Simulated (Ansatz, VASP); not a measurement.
**One calculation of Be, two programs**

```
Be
1.0
     0.00000    2.50568    2.50568
     2.50568    0.00000    2.50568
     2.50568    2.50568    0.00000
Be
2
Direct
  0.12500 0.12500 0.12500
  0.87500 0.87500 0.87500
```

Alike in both runs: task single point; functional LDA; k mesh 13 × 13 × 13; occupations fermi-dirac, width 0.1 eV; no spin polarisation.

|  | VASP | Ansatz |
| --- | --- | --- |
| version | VASP 6.6.1 | Ansatz 0.2.0 |
| potentials or method | VASP PAW LDA potentials, release 64 (Be) | plane waves (420 eV) with PAW, scalar-relativistic |
| plane-wave cutoff (eV) | 520 | 420 |
| valence electrons in the cell | 4 | 4 |

|  | VASP | Ansatz | Ansatz less VASP |
| --- | --- | --- | --- |
| pressure (GPa) | -4.4 | -4.5 | -0.08 |

Ansatz warned: «pseudo_functional_mismatch».
